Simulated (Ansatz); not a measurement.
# BN (F-43m) in Ansatz: phonons with PBEsol

Aim: the phonons of BN with PBEsol.

Program: Ansatz 0.2.0. These are calculated values, not measurements. Logs are shortened: lines on timing, memory, paths and dates and some standing lists are left out, and cuts for length are marked.

**Measured values to compare with.**

A printed reference work, monograph reports, for a bulk crystal of BN at 300 K: band gap 6.4 eV (indirect).

The runs below are set against these values where they give the same quantity.

### 1 The structure

The structure is cubic, space group F-43m (No. 216). Conventional cell: a = 3.626 Å, b = 3.626 Å, c = 3.626 Å, α = 90.00°, β = 90.00°, γ = 90.00°. N (site symmetry -43m) has 4 B at 1.57 Å as nearest neighbours. B (site symmetry -43m) is surrounded by 4 N at 1.57 Å.

The cell is a database's computed one.

### 2 Phonons, PBEsol

File input.yaml:

```yaml
crystal:
  lattice:
    - [0.0, 1.813001, 1.813001]
    - [1.813001, 0.0, 1.813001]
    - [1.813001, 1.813001, 0.0]
  atoms:
    - { symbol: "N", position: [0.25, 0.25, 0.25] }
    - { symbol: B, position: [0.0, 0.0, 0.0] }
kpoints:
  mp_grid: { grid: [10, 10, 10] }
scf:
  occupations: { method: fermi_dirac, width: 0.05 }
hamiltonian:
  xc: pbesol
  pseudopotentials: { kind: all_electron, lapw: { basis_error: 0.001 } }
output: {}
phonons:
  method: fd
  supercell: [1, 1, 1]
```

Potentials or basis: all-electron LAPW, scalar-relativistic.

Run with:

```sh
ansatz run input.yaml --threads 1 --pin off --max-ram 3072MiB --backend cpu --events-out ev --progress --plain --runs-dir out
```

Standard output:

```text
Warning: RAYON_NUM_THREADS=1 ignored (pool sized by the plan → 1); use --threads N
LAPW: plane waves up to 11.155 Å⁻¹, error target 1.0e-3 eV per atom; small_component_spin mean_spin; B in spheres of 0.718 Å, 5 of its electrons in bands, Dirac shells []; N in spheres of 0.805 Å, 7 of its electrons in bands, Dirac shells [] (how accurate: hamiltonian.pseudopotentials.lapw.basis_error, Limitations)
Engine: ansatz 0.2.0, x86_64-unknown-linux-gnu
Pseudopotentials: kind: all_electron
Pseudopotential: N, LAPW, valence charge 7, lapw/all_electron/scalar/gaussian/N, Koelling and Harmon's equation, gaussian nucleus
Pseudopotential: B, LAPW, valence charge 5, lapw/all_electron/scalar/gaussian/B, Koelling and Harmon's equation, gaussian nucleus
Functional definition: PBEsol
  exchange = pbesol_x
  correlation = pbesol_c
Crystal: 2 atoms, lattice volume = 11.919 Å³
Basis set: ecut = 474.06535672493726 eV, 283 PW (Γ), exchange–correlation at level 2
Bands: 10, of which v1, the nominal top of the filled ones, is band 6 counted from 1 (5 counted from 0)
Symmetry: 24 space group operations
k-points: 47 of 1000 (time reversal used)
Non-local potential: N, projectors of the file, none
Non-local potential: B, projectors of the file, none
Initial density: superposition of atomic densities (chi_scale 0.1, normalization cell, long waves kept (reshape's long-wave potential 0.00 eV rms))
Initial wavefunctions: plane waves of lowest kinetic energy (no species holds an atomic orbital)
Functional: x = pbesol(κ = 0.804, μ = 0.12345679012345678), c = pbesol(β = 0.046)
iter 1 solved again at ethr=1.81e-2 eV; its pass at ethr=1.00e-1 eV (dr2=2.17e0 eV) is discarded
SCF iter   1: F=—  HF=-2161.211918 eV  |F-HF|=—  |Δ(HF+E_count)|=         —  Δρ=1.51e-1  dr2=2.17e0  ethr=1.81e-2  ⟨swp⟩=2.0  Hψ=3336  notcnv=0
preconditioner: auto → none  [insulator: Δε(μ)=5.919 eV  Ē_g=20.307 eV  σ=0.050 eV  W_gap=1.00  n_scr=0 (ndim 8)  ℏωp=30.4 eV  f_vac=0.000  D(μ)=0.00/eV (n_scr^D=0)  ε∞_Penn≈3.2]
iter 2 solved again at ethr=1.77e-3 eV; its pass at ethr=1.81e-2 eV (dr2=2.12e-1 eV) is discarded
SCF iter   2: F=—  HF=-2160.351218 eV  |F-HF|=—  |Δ(HF+E_count)|=   8.61e-1  Δρ=5.25e-2  dr2=2.12e-1  ethr=1.77e-3  ⟨swp⟩=2.0  Hψ=2535  notcnv=0
SCF iter   3: F=—  HF=-2160.266131 eV  |F-HF|=—  |Δ(HF+E_count)|=   8.51e-2  Δρ=2.31e-2  dr2=4.34e-2  ethr=1.77e-3  ⟨swp⟩=2.3  Hψ=1406  notcnv=0
SCF iter   4: F=—  HF=-2160.256994 eV  |F-HF|=—  |Δ(HF+E_count)|=         —  Δρ=7.73e-3  dr2=4.95e-3  ethr=3.62e-4  ⟨swp⟩=2.0  Hψ=1369  notcnv=0
the basis was enlarged: its passes take 45.4 KiB over the memory plan, 1 of 1 planned eigensolver slots
SCF iter   5: F=—  HF=-2160.256041 eV  |F-HF|=—  |Δ(HF+E_count)|=   9.53e-4  Δρ=1.22e-3  dr2=1.29e-4  ethr=4.13e-5  ⟨swp⟩=2.3  Hψ=1253  notcnv=0
SCF iter   6: F=—  HF=-2160.256023 eV  |F-HF|=—  |Δ(HF+E_count)|=   1.80e-5  Δρ=9.42e-5  dr2=8.08e-7  ethr=1.07e-6  ⟨swp⟩=2.3  Hψ=1219  notcnv=0
SCF iter   7: F=-2160.256023 eV  HF=-2160.256023 eV  |F-HF|=9.00e-11  |Δ(HF+E_count)|=   9.38e-9  Δρ=3.42e-6  dr2=9.78e-10  ethr=6.74e-9  ⟨swp⟩=2.4  Hψ=1228  notcnv=0
SCF 1 converged in 7 iterations: F = -2160.256023 eV  dr2 = 9.78e-10
Symmetry: 4 space group operations
k-points: 171 of 1000 (time reversal used)
Initial density: handed on by an earlier stage of this run
Initial wavefunctions: plane waves of lowest kinetic energy (no species holds an atomic orbital; no wavefunctions were taken with the density)
iter 1 solved again at ethr=1.87e-6 eV; its pass at ethr=1.00e-1 eV (dr2=2.24e-4 eV) is discarded
SCF iter   1: F=—  HF=-2160.254918 eV  |F-HF|=—  |Δ(HF+E_count)|=         —  Δρ=2.03e-3  dr2=2.24e-4  ethr=1.87e-6  ⟨swp⟩=4.0  Hψ=14464  notcnv=0
preconditioner: auto → none  [insulator: Δε(μ)=4.177 eV  Ē_g=19.816 eV  σ=0.050 eV  W_gap=1.00  n_scr=0 (ndim 8)  ℏωp=30.4 eV  f_vac=0.000  D(μ)=0.00/eV (n_scr^D=0)  ε∞_Penn≈3.4]
SCF iter   2: F=—  HF=-2160.254848 eV  |F-HF|=—  |Δ(HF+E_count)|=   6.98e-5  Δρ=8.78e-4  dr2=3.42e-5  ethr=1.87e-6  ⟨swp⟩=2.0  Hψ=4307  notcnv=0
iter 3 solved again at ethr=2.63e-9 eV; its pass at ethr=2.85e-7 eV (dr2=3.15e-7 eV) is discarded
SCF iter   3: F=—  HF=-2160.254843 eV  |F-HF|=—  |Δ(HF+E_count)|=   5.18e-6  Δρ=9.71e-5  dr2=3.12e-7  ethr=2.63e-9  ⟨swp⟩=2.0  Hψ=7784  notcnv=0
SCF iter   4: F=—  HF=-2160.254843 eV  |F-HF|=—  |Δ(HF+E_count)|=   1.54e-7  Δρ=2.57e-5  dr2=5.58e-8  ethr=2.60e-9  ⟨swp⟩=2.3  Hψ=4424  notcnv=0
SCF iter   5: F=—  HF=-2160.254843 eV  |F-HF|=—  |Δ(HF+E_count)|=   2.62e-8  Δρ=5.08e-6  dr2=1.45e-9  ethr=4.65e-10  ⟨swp⟩=2.3  Hψ=4446  notcnv=0
SCF iter   6: F=-2160.254843 eV  HF=-2160.254843 eV  |F-HF|=4.55e-13  |Δ(HF+E_count)|=  1.61e-10  Δρ=6.45e-7  dr2=1.41e-11  ethr=1.21e-11  ⟨swp⟩=2.3  Hψ=4427  notcnv=0
SCF 2 converged in 6 iterations: F = -2160.254843 eV  dr2 = 1.41e-11
iter 1 solved again at ethr=4.32e-6 eV; its pass at ethr=1.00e-1 eV (dr2=5.19e-4 eV) is discarded
SCF iter   1: F=—  HF=-2160.255063 eV  |F-HF|=—  |Δ(HF+E_count)|=         —  Δρ=2.60e-3  dr2=5.17e-4  ethr=4.32e-6  ⟨swp⟩=4.0  Hψ=14223  notcnv=0
SCF iter   2: F=—  HF=-2160.254861 eV  |F-HF|=—  |Δ(HF+E_count)|=   2.02e-4  Δρ=1.06e-3  dr2=6.43e-5  ethr=4.31e-6  ⟨swp⟩=2.0  Hψ=4307  notcnv=0
iter 3 solved again at ethr=8.06e-9 eV; its pass at ethr=5.36e-7 eV (dr2=9.68e-7 eV) is discarded
SCF iter   3: F=—  HF=-2160.254843 eV  |F-HF|=—  |Δ(HF+E_count)|=   1.76e-5  Δρ=1.72e-4  dr2=9.62e-7  ethr=8.06e-9  ⟨swp⟩=2.0  Hψ=7736  notcnv=0
SCF iter   4: F=—  HF=-2160.254843 eV  |F-HF|=—  |Δ(HF+E_count)|=   1.06e-7  Δρ=3.09e-5  dr2=8.46e-8  ethr=8.02e-9  ⟨swp⟩=2.1  Hψ=4324  notcnv=0
SCF iter   5: F=—  HF=-2160.254843 eV  |F-HF|=—  |Δ(HF+E_count)|=   4.28e-8  Δρ=5.42e-6  dr2=1.55e-9  ethr=7.05e-10  ⟨swp⟩=2.3  Hψ=4446  notcnv=0
SCF iter   6: F=-2160.254843 eV  HF=-2160.254843 eV  |F-HF|=3.18e-12  |Δ(HF+E_count)|=  1.32e-10  Δρ=6.94e-7  dr2=2.33e-11  ethr=1.29e-11  ⟨swp⟩=2.3  Hψ=4374  notcnv=0
SCF 3 converged in 6 iterations: F = -2160.254843 eV  dr2 = 2.33e-11
SCF converged after 7 iterations
Free energy (F): -2160.256023 eV
Harris-Foulkes:  -2160.256023 eV  (|F-HF|=9.00e-11)
Internal energy: -2160.256023 eV  (E = F + TS)
E sigma→0 (E₀):  -2160.256023 eV
Fermi energy:    13.409770 eV
--- Per-component energies (eV) ---
  E_band       = -1017.715910
  E_kinetic    = 2150.527914
  E_xc         = -291.086407
  E_electrostatic = -4019.697530  (all electrons and nuclei)
  E_smearing   = -0.000000  (= −TS)
  E_closure    = 0.000000  (closes the sum)
  E_atoms      = -2141.847337  (free atoms, spherical and without spin; not in F)
  Σ components = -2160.256023   (vs F -2160.256023, Δ=0.00e0)
  Basis errors (estimates in eV, not in F): energy 5.2e-4 per atom: plane waves 5.1e-4 (3.2e-4 summed), levels above the bands 5.1e-138, relativity 1.1e-8, radial functions 7.9e-6, core shells 0.0e0; eigenvalues (radial functions only) 3.3e-6; not estimated: angular momenta, meshes, grids; target (lapw.basis_error) 1.0e-3; muffin-tin radii B 0.718 Å, N 0.805 Å
--- Forces (eV/Å), atoms counted from 1 ---
  atom   1  N     -0.00000000    -0.00000000     0.00000000
  atom   2  B      0.00000000    -0.00000000    -0.00000000
  max |Σ_I F_I| component: 7.40e-17 eV/Å
--- Band table (eV; the first three rows and the last of 47) ---
  k-point 0: bands = ["-362.3541", "-160.1894", "-8.8744", "11.2709", "11.2709", "11.2709", "19.9933", "19.9933", "19.9933", "21.3929"]
  k-point 1: bands = ["-362.3541", "-160.1894", "-8.6320", "9.9998", "11.0176", "11.0176", "20.2355", "20.3753", "20.3753", "22.2115"]
  k-point 2: bands = ["-362.3541", "-160.1894", "-7.9181", "7.2866", "10.4488", "10.4488", "20.5821", "21.1635", "21.1635", "23.8771"]
  k-point 46: bands = ["-362.3541", "-160.1893", "-3.0029", "3.3840", "4.6855", "4.8862", "19.8466", "24.0962", "25.2331", "27.1082"]
--- Phonons: 2 displaced members + reference (amplitude 0.01 Å, Σ member SCF iterations 12) ---
  symmetry images taken by strict's conditions (phonons.symmetry_images: auto; settled by no image being taken that strict refuses)
  ASR residual: 4.148e-4 → 0.000e0 eV/Å²; symmetrization residual: 2.653e-4 eV/Å²
  largest component of a force at the reference: 2.0e-16 eV/Å
  ASR residual per site (eV/Å²): 4.15e-4 4.02e-4
  Γ frequencies (cm⁻¹): 0.00 0.00 0.00 1025.44 1025.44 1025.44
  density of states and harmonic sums: on the 29×29×29 q-mesh, interpolated from the force constants of a 1×1×1 supercell (no non-analytic term)
  largest difference from the sums on the solved wave vectors: F 1.27e-1 eV, S 3.86e-4 and C_V 2.57e-4 eV/K
  zero-point energy: 0.258902 eV/cell   skipped modes (ω ≤ 0): 3   left out of the sums: 2.05e-5 of the cell's modes: C_V's classical limit lies that fraction below 3 k_B per atom; for a crystal, a wire or a layer, F and S can be off by more, and a phonons.interpolated_qmesh denser along its periods is the remedy for the sampling
```

Wall time 59 s (1 thread of Intel Xeon at 2.50GHz (Skylake/Cascade Lake), shared host); peak memory 0.36 GiB.

What came out:

```
Free energy                                             : -2160.2560 eV
Band gap on the k mesh                                  : 4.28 eV, indirect (least direct gap 8.72 eV)
Highest phonon frequency at Γ, LO-TO splitting left out : 1025 cm⁻¹
```

Levels at points of the mesh, in eV from the valence-band top:
```
             k point  band 4  band 5  band 6  band 7  band 8  band 9
  (0.00, 0.00, 0.00)    0.00    0.00    0.00    8.72    8.72    8.72
 (0.00, 0.00, -0.50)  -10.69   -1.93   -1.93    9.97   10.58   10.58
(0.00, -0.50, -0.50)   -8.90   -4.89   -4.89    4.28    9.04   17.74
```

Phonon frequencies in cm⁻¹ (negative: imaginary):
| q point | frequencies |
| --- | --- |
| (0.000, 0.000, 0.000) | 0 0 0 1025 1025 1025 |

### 3 Comparison with measurements

Step 2. Against the measured gap of BN, 6.4 eV (indirect; 300 K; a printed reference work, monograph), the calculated 4.28 eV is off by -2.12 eV. The value is that of PBEsol on a finite k mesh, which can miss the band edges, without temperature or zero-point motion. Semilocal functionals fall short of measured gaps as a rule. The cell is a database's relaxed one, not the measured one, which moves gaps too.
